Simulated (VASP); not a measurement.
# SiC in VASP: one cell, several levels of theory

SiC (zincblende), under +4.2 % shear in the xy plane is computed at one geometry. Runs: PBE, r2SCAN. The results are then set beside those of Ansatz 0.2.0 for the same cell.

The runs shown are made with VASP 6.6.1. PAW datasets, plane waves. (Simulation; spin polarisation is off.)

## Step 1: The system as given

The cell comes from an earlier relaxation with r2SCAN in another program, then strained, with the atoms relaxed again.

Space group Imm2 (No. 44), orthorhombic; conventional cell a = 3.016 Å, b = 3.144 Å, c = 4.356 Å, 10.33 Å³ an atom. Around Si lie 4 C at 1.87–1.90 Å; around C lie 4 Si at 1.87–1.90 Å.

Coordinates:

```
CELL_PARAMETERS angstrom
0.04530 2.17805 2.17805
2.17805 0.04530 2.17805
2.22336 2.22336 0.00000
ATOMIC_POSITIONS crystal
Si 0.00185 0.00185 0.99815
C 0.24815 0.24815 0.25185
```

## Step 2: PBE

Input file INCAR:

```
ENCUT = 520.000000
SIGMA = 0.020000
EDIFF = 1.00e-07
GGA = PE
PREC = Accurate
IBRION = -1
ISIF = 2
ISMEAR = -1
NBANDS = 11
NELM = 120
NSW = 0
LASPH = .TRUE.
LCHARG = .FALSE.
LWAVE = .FALSE.
LREAL = .FALSE.
```

Input file KPOINTS:

```
KPOINTS created by Atomic Simulation Environment
0
Gamma
10 10 10
0 0 0
```

Input file KPOINTS_OPT:

```
special points
6
Reciprocal
0.0000000000 0.0000000000 0.0000000000 1
-0.5000000000 -0.5000000000 0.0000000000 1
-0.3750000000 -0.3750000000 0.2500000000 1
-0.3750000000 0.0000000000 0.3750000000 1
0.0000000000 0.0000000000 0.5000000000 1
-0.5000000000 -0.2500000000 0.2500000000 1
```

Input file POSCAR:

```
Si C
 1.0000000000000000
     0.0453034888750000    2.1780523502750002    2.1780523502744802
     2.1780523502750002    0.0453034888750000    2.1780523502744802
     2.2233558390999999    2.2233558390999999   -0.0000000000510401
 Si  C
   1   1
Cartesian
  0.0000000000000925  0.0000000000000925  0.0080623494844211
  1.1116779195624076  1.1116779195624076  1.0809638256400591
```

The run uses the recommended PBE PAW datasets (8 valence electrons a neutral cell).

On the command line:

```
$ mpirun -np 1 vasp_std
```

Standard output, without the iteration lines:

```text
POSCAR found type information on POSCAR SiC
 POSCAR found :  2 types and       2 ions
 LDA part: xc-table for (Slater+PW92), standard interpolation
 POSCAR, INCAR and KPOINTS ok, starting setup
 FFT: planning ... GRIDC
 FFT: planning ... GRID_SOFT
 FFT: planning ... GRID
 WAVECAR not read
 entering main loop
 Start KPOINTS_OPT (optional k-point list driver)
k-point batch [1-6\6]
```

OSZICAR:

```text
N       E                     dE             d eps       ncg     rms          rms(c)
DAV:   1     0.340371219164E+01    0.34037E+01   -0.39262E+03  3922   0.613E+02
DAV:   2    -0.162992674719E+02   -0.19703E+02   -0.18854E+02  4647   0.110E+02
DAV:   3    -0.168927707595E+02   -0.59350E+00   -0.59245E+00  4640   0.158E+01
DAV:   4    -0.168950407507E+02   -0.22700E-02   -0.22699E-02  4293   0.124E+00
DAV:   5    -0.168950508813E+02   -0.10131E-04   -0.10130E-04  4654   0.770E-02    0.883E+00
DAV:   6    -0.150875067454E+02    0.18075E+01   -0.65122E+00  4227   0.114E+01    0.391E+00
DAV:   7    -0.150369234521E+02    0.50583E-01   -0.38917E-01  4536   0.357E+00    0.179E+00
DAV:   8    -0.150290701717E+02    0.78533E-02   -0.20927E-02  4296   0.960E-01    0.174E-01
DAV:   9    -0.150291740591E+02   -0.10389E-03   -0.17278E-03  4711   0.240E-01    0.113E-01
DAV:  10    -0.150292804155E+02   -0.10636E-03   -0.23906E-04  4239   0.952E-02    0.282E-02
DAV:  11    -0.150292848407E+02   -0.44252E-05   -0.38609E-05  4548   0.337E-02    0.791E-03
DAV:  12    -0.150292849994E+02   -0.15863E-06   -0.18007E-06  4410   0.838E-03    0.135E-03
DAV:  13    -0.150292850904E+02   -0.91032E-07   -0.16384E-07  4323   0.275E-03
   1 F= -.15029285E+02 E0= -.15029285E+02  d E =-.824961E-11
       N       E                     dE             ncg
DAV:   1     0.200927043861E+04   -0.18119E+04      148
DAV:   2     0.189484281156E+04   -0.11443E+03      179
DAV:   3     0.189213525201E+04   -0.27076E+01      156
DAV:   4     0.189212643229E+04   -0.88197E-02      161
DAV:   5     0.189212639260E+04   -0.39682E-04      165
DAV:   6     0.189212639234E+04   -0.26434E-06      155
DAV:   7     0.189212639234E+04   -0.19691E-08      157
```

The lines after F= are the extra pass for the points of KPOINTS_OPT, at fixed density; their E is not a total energy.

From OUTCAR:

```text
k-points           NKPTS =    171   k-points in BZ     NKDIM =    171   number of bands    NBANDS=     11

   NELECT =       8.0000    total number of electrons

   dimension x,y,z NGX =    24 NGY =   24 NGZ =   24
   dimension x,y,z NGXF=    48 NGYF=   48 NGZF=   48

  energy-cutoff  :      520.00
  volume of cell :       20.66
      direct lattice vectors                 reciprocal lattice vectors
     0.045303489  2.178052350  2.178052350    -0.234439230  0.234439230  0.229562894
     2.178052350  0.045303489  2.178052350     0.234439230 -0.234439230  0.229562894
     2.223355839  2.223355839 -0.000000000     0.224885280  0.224885280 -0.229562894

 k-points in reciprocal lattice and weights: KPOINTS created by Atomic Simulation Env
   0.00000000  0.00000000  0.00000000       0.001
   0.10000000  0.00000000  0.00000000       0.004
   0.20000000  0.00000000  0.00000000       0.004
   0.30000000  0.00000000  0.00000000       0.004
   0.40000000  0.00000000 -0.00000000       0.004
   0.50000000  0.00000000  0.00000000       0.002
   0.10000000  0.10000000 -0.00000000       0.002
   0.20000000  0.10000000  0.00000000       0.004
[... 163 more k-points ...]

 E-fermi :   8.7024

 k-point     1 :       0.0000    0.0000    0.0000
  band No.  band energies     occupation
      1      -7.2915      2.00000
      2       7.9402      2.00000
      3       8.1137      2.00000
      4       8.3348      2.00000
      5      14.0684      0.00000
      6      15.0087      0.00000
      7      15.7737      0.00000
      8      15.9038      0.00000
      9      22.6250      0.00000
     10      22.6757      0.00000
     11      24.6267      0.00000

 k-point     2 :       0.1000    0.0000    0.0000
  band No.  band energies     occupation
      1      -7.0895      2.00000
      2       7.2784      2.00000
      3       7.8025      2.00000
      4       8.0442      2.00000
      5      14.2184      0.00000
      6      15.2839      0.00000
      7      15.9309      0.00000
      8      16.2591      0.00000
      9      21.5637      0.00000
     10      21.7001      0.00000
     11      24.3888      0.00000

 k-point     3 :       0.2000    0.0000    0.0000
  band No.  band energies     occupation
      1      -6.4923      2.00000
      2       5.1872      2.00000
      3       7.4916      2.00000
      4       7.6885      2.00000
      5      14.0256      0.00000
      6      15.7202      0.00000
      7      16.1433      0.00000
      8      17.2578      0.00000
      9      20.7270      0.00000
     10      21.1468      0.00000
     11      23.4739      0.00000

 k-point     4 :       0.3000    0.0000    0.0000
  band No.  band energies     occupation
      1      -5.5346      2.00000
      2       2.8508      2.00000
      3       7.1782      2.00000
      4       7.3331      2.00000
      5      13.6356      0.00000
      6      15.6095      0.00000
      7      15.9313      0.00000
      8      17.9886      0.00000
      9      21.4761      0.00000
     10      22.1093      0.00000
     11      23.3054      0.00000

 k-point     5 :       0.4000    0.0000   -0.0000
  band No.  band energies     occupation
      1      -4.3414      2.00000
      2       0.7439      2.00000
      3       6.9655      2.00000
      4       7.0886      2.00000
      5      13.3583      0.00000
      6      15.2039      0.00000
      7      15.5145      0.00000
      8      18.1383      0.00000
      9      23.4332      0.00000
     10      23.6808      0.00000
     11      24.4791      0.00000

 k-point     6 :       0.5000    0.0000    0.0000
  band No.  band energies     occupation
      1      -3.5663      2.00000
      2      -0.3477      2.00000
      3       6.8920      2.00000
      4       7.0032      2.00000
      5      13.2635      0.00000
      6      15.0207      0.00000
      7      15.3362      0.00000
      8      18.1034      0.00000
      9      24.3280      0.00000
     10      25.0743      0.00000
     11      26.0133      0.00000

 k-point     7 :       0.1000    0.1000   -0.0000
  band No.  band energies     occupation
      1      -7.0308      2.00000
      2       7.3532      2.00000
      3       7.4269      2.00000
      4       7.9006      2.00000
      5      14.2738      0.00000
      6      15.5451      0.00000
      7      15.7837      0.00000
      8      16.5419      0.00000
      9      20.2570      0.00000
     10      22.9698      0.00000
     11      25.6472      0.00000

 k-point     8 :       0.2000    0.1000    0.0000
  band No.  band energies     occupation
      1      -6.5735      2.00000
      2       5.8841      2.00000
      3       6.9748      2.00000
      4       7.5560      2.00000
      5      13.9701      0.00000
      6      15.9914      0.00000
      7      16.4865      0.00000
      8      16.9314      0.00000
      9      19.5746      0.00000
     10      22.4981      0.00000
     11      25.0788      0.00000

 k-point     9 :       0.3000    0.1000   -0.0000
  band No.  band energies     occupation
      1      -5.7412      2.00000
      2       3.7254      2.00000
      3       6.6335      2.00000
      4       7.0778      2.00000
      5      13.6356      0.00000
      6      15.9747      0.00000
      7      16.6470      0.00000
      8      17.4922      0.00000
      9      20.4761      0.00000
     10      22.7550      0.00000
     11      24.3752      0.00000

 k-point    10 :       0.4000    0.1000    0.0000
  band No.  band energies     occupation
      1      -4.6119      2.00000
      2       1.5577      2.00000
      3       6.4928      2.00000
      4       6.6034      2.00000
      5      13.3840      0.00000
      6      15.3959      0.00000
      7      16.1864      0.00000
      8      18.5655      0.00000
      9      21.8606      0.00000
     10      24.2887      0.00000
     11      24.6529      0.00000

 k-point    11 :       0.5000    0.1000    0.0000
  band No.  band energies     occupation
      1      -3.5451      2.00000
      2      -0.0244      2.00000
      3       6.2603      2.00000
      4       6.5717      2.00000
      5      13.3760      0.00000
      6      15.0346      0.00000
      7      15.6980      0.00000
      8      18.9741      0.00000
      9      23.5499      0.00000
     10      25.1167      0.00000
     11      25.4181      0.00000

[... the tables of k-points 12 to 171 left out ...]

  Total        0.5030975      0.5030975      0.4526814     -1.3451593      0.0000000      0.0000000
  in kB       39.0225571     39.0225571     35.1120532   -104.3367451      0.0000000      0.0000000
  external PRESSURE =      37.7190558 kB  Pullay stress =       0.0000000 kB

 POSITION                                       TOTAL-FORCE (eV/Angst)
 -----------------------------------------------------------------------------------
      2.22336      2.22336      0.00806         0.000000      0.000000      0.039833
      1.11168      1.11168      1.08096        -0.000000     -0.000000     -0.039833
 -----------------------------------------------------------------------------------
    total drift:                                0.000000      0.000000      0.000064

  FREE ENERGIE OF THE ION-ELECTRON SYSTEM (eV)
  ---------------------------------------------------
  free  energy   TOTEN  =       -15.0292850904 eV

  energy  without entropy=      -15.0292850904  energy(sigma->0) =      -15.02928509
```

Hardware: 1 MPI rank of Intel Xeon Platinum 8488C, shared host.

The levels at the points of KPOINTS_OPT are read from vasprun.xml.

Levels at the named points, in eV from the top of band v (v: the last filled band by count, c: the next):

```csv
point,v−1,v,c,c+1
Γ,-0.22,0.00,5.73,6.67
X,-3.75,-3.02,1.07,4.23
U,-5.85,-2.47,3.22,7.14
K,-5.75,-2.80,2.90,7.57
L,-1.20,-1.04,5.51,7.06
W,-5.21,-4.88,4.96,8.81
```

The PBE gap is 1.07 eV and indirect (Γ to X), with 4.08 eV as the least direct one. Pressure: 3.77 GPa, and the largest force is 0.040 eV/Å, on atom 1 (Si).

[end of part 1 of 2]
